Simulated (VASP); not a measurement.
Set up this calculation in VASP 6.6.1, as the native input.

```yaml
Task: single point
Functional: PBEsol
Potentials_or_basis: VASP PAW PBE potentials, release 64 (Sr_sv_GW, O_GW)
Cutoff: 550 eV
k_mesh: 9 × 9 × 9
Occupations: gaussian, width 0.1 eV
Spin: no spin polarisation
Further_INCAR_settings: ALGO = Normal; EDIFF = 1e-07; NBANDS = 15
```

The structure of SrO lies in POSCAR:

```
SrO
3.6293
    0.000000000000      0.707106053509      0.707106053509
    0.707106053509      0.000000000000      0.707106053509
    0.707106053509      0.707106053509      0.000000000000
Sr O
1 1
Direct
    0.5000000000      0.5000000000      0.5000000000
    0.0000000000      0.0000000000      0.0000000000
```

These files were run (other wordings do the same):

INCAR

```
ALGO = Normal
EDIFF = 1E-7
ENCUT = 550
GGA = PS
ISIF = 2
ISMEAR = 0
LASPH = True
LCHARG = False
LREAL = False
LWAVE = False
NBANDS = 15
NELM = 100
PREC = Accurate
SIGMA = 0.1
```

KPOINTS

```
k-points
0
Gamma
  9 9 9
```

Potentials or basis: VASP PAW PBE potentials, release 64 (Sr_sv_GW, O_GW).

The run is started by

```sh
$ cat potpaw_PBE.64/Sr_sv_GW/POTCAR potpaw_PBE.64/O_GW/POTCAR > POTCAR
$ mpirun -np 1 vasp_std > vasp.out
```

Results of the run:

- Pressure: -0.5 GPa
- Band gap on the k mesh: 3.26 eV, indirect (least direct gap 3.34 eV)

Caveat: the PAW data sets were made with another functional, which shifts forces and pressure a little; an odd mesh through Γ misses points on the zone boundary, where band edges often lie.

Run time: 23 s on 1 thread of Intel(R) Xeon(R) Platinum 8488C (Sapphire Rapids) (shared host), peak memory 0.18 GiB.
